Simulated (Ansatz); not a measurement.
# BeTe (F-43m) in Ansatz: equation of state

How stiff is BeTe in PBEsol, and what volume does it want? The cell is scaled to several volumes.

Program: Ansatz 0.2.0. These are calculated values, not measurements. Logs are shortened: lines on timing, memory, paths and dates and some standing lists are left out, and cuts for length are marked.

### 1 The crystal as given

It takes space group F-43m (No. 216, cubic). Conventional cell: a = 5.540 Å, b = 5.540 Å, c = 5.540 Å, α = 90.00°, β = 90.00°, γ = 90.00°. Te (site symmetry -43m) is surrounded by 4 Be at 2.40 Å. Be (site symmetry -43m) has 4 Te at 2.40 Å as nearest neighbours.

### 2 Equation of state, PBEsol

Potentials or basis: all-electron LAPW, scalar-relativistic.

No new run: the results of the series are fitted here.

What came out:

```yaml
Equilibrium_volume: 22.01 Å³/atom
Bulk_modulus: 60 GPa
Pressure_derivative_of_the_bulk_modulus: 4.0
```

Energy against volume, from the lowest point:
| volume (Å³/atom) | energy (meV/atom) |
| --- | --- |
| 19.979 | 41.13 |
| 20.404 | 24.79 |
| 20.829 | 12.89 |
| 21.254 | 5.04 |
| 21.679 | 0.85 |
| 22.104 | 0.00 |
| 22.529 | 2.17 |

The run has no spin-orbit coupling, so splittings on Te are missing. Zero-point motion and thermal expansion aren't in these numbers.
